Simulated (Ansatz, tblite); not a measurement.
## A script for Li₂Se (GFN1-xTB)

These are simulated results from tblite 0.8.0, not measurements. The cell began as a measured structure and was relaxed with r2SCAN in plane waves (Ansatz 0.2.0). All runs are without spin polarisation.

The symmetry is Fm-3m (No. 225, cubic); conventional cell a = 5.987 Å, 17.88 Å³ an atom. Around Li lie 4 Se at 2.59 Å; around Se lie 8 Li at 2.59 Å.

tblite solves periodic systems at the zone centre alone, so the script builds a cluster of 2×2×2 conventional cells (96 atoms), which folds in a coarse mesh of k points.

The script, run.py:

```python
import json
from ase import Atoms
from ase.build import make_supercell
from ase.units import Bohr, GPa, Hartree
from tblite.interface import Calculator

atoms = Atoms(['Li', 'Li', 'Se'],
              cell=[[0.0, 2.99345886, 2.99345886], [2.99345886, 0.0, 2.99345886], [2.99345886, 2.99345886, 0.0]],
              scaled_positions=[[0.25, 0.25, 0.25], [0.75, 0.75, 0.75], [0.0, 0.0, 0.0]],
              pbc=True)
cluster = make_supercell(atoms, [[-2, 2, 2], [2, -2, 2], [2, 2, -2]])
calc = Calculator('GFN1-xTB', cluster.numbers, cluster.positions / Bohr, lattice=cluster.cell[:] / Bohr, periodic=cluster.pbc)
calc.set('temperature', 0.02 / Hartree)
calc.set('max-iter', 150)
res = calc.singlepoint()
levels = res.get('orbital-energies') * Hartree
nv = round(res.get('orbital-occupations').sum() / 2)
cells = len(cluster) // len(atoms)
out = {'energy_per_cell': res.get('energy') * Hartree / cells, 'homo': levels[nv - 1], 'lumo': levels[nv],
       'stress': (-res.get('virial') * Hartree / cluster.get_volume() / GPa).tolist(), 'charges': res.get('charges')[:len(atoms)].tolist(), 'electrons': 2 * nv / cells}
json.dump(out, open('results.json', 'w'))
for key, value in out.items():
    print(key, value)
```

Command: `python run.py`. It took 4.7 s on 1 thread of AMD EPYC 9R45 96-Core Processor (Zen 5), with other jobs on the host, peak memory 0.13 GiB.

Output:

```
------------------------------------------------------------
  cycle        total energy    energy error   density error
------------------------------------------------------------
      1     -135.4724981370  -1.3509024E+02   6.0915664E-01
      2     -135.8206268072  -3.4812867E-01   3.4355380E-01
      3     -135.5982082811   2.2241853E-01   2.0503307E-01
      4     -136.1021556740  -5.0394739E-01   1.5881235E-02
      5     -136.1050867793  -2.9311053E-03   1.3852768E-02
      6     -136.1066410292  -1.5542500E-03   1.0794247E-02
      7     -136.1086453895  -2.0043602E-03   3.6313988E-03
      8     -136.1088709199  -2.2553039E-04   1.3025981E-03
      9     -136.1089037198  -3.2799971E-05   1.5822874E-04
     10     -136.1089041911  -4.7130857E-07   3.2351061E-05
     11     -136.1089042116  -2.0496202E-08   3.9993941E-06
------------------------------------------------------------

 total:                                   4.293 sec
energy_per_cell -115.74099793302214
homo -8.864363212170586
lumo -8.838351825340167
stress [[0.7409905397183532, 4.153670913032029e-07, 4.1536710425532127e-07], [4.153670913032448e-07, 0.7409905397182838, 4.153671056050415e-07], [4.15367104261448e-07, 4.153671056339224e-07, 0.7409905397182813]]
charges [0.1328519121846674, 0.1328393407768501, -0.26568537935674014]
electrons 8.0
```

The cycle table is in hartree for the whole cluster, and the lines after it are in eV (the energy for one cell). The printed stress is in GPa and positive in compression, and the pressure is its mean diagonal.

GFN1-xTB gives a level spacing of 0.03 eV, too small to call a gap. On the same cell, plane-wave PBE (Ansatz, 8×8×8 k points and the special points) gives a gap of 2.97 eV and r2SCAN a gap of 3.48 eV; on shared hosts these took about 0.76 and 1.7 core-seconds on the 3-atom cell, against 4.7 for the script. Semilocal gaps usually lie below measured ones. This method closes a gap that PBE finds, a failure in kind.

The same script was run on cells scaled at fixed shape and fractional coordinates:

| volume (Å³/atom) | energy (meV/atom) | pressure (GPa, positive in compression) | gap (eV) |
| --- | --- | --- | --- |
| 15.74 | 48.8 | 7.23 | 0.09 |
| 16.81 | 13.7 | 3.48 | 0.05 |
| 17.88 | 0.0 | 0.74 | 0.03 |
| 18.96 | 2.1 | -1.28 | 0.00 |
| 20.03 | 16.1 | -2.83 | 0.00 |

A Birch-Murnaghan fit puts the minimum at 18.24 Å³/atom, 2.0 % above the given cell, with a bulk modulus of 36.3 GPa at fixed shape.

xTB was fitted mostly to molecules, and a small cluster samples few k points, so gaps, pressures and kinks along a curve can be far from a solid's.

The runs are scalar-relativistic, without spin-orbit coupling.
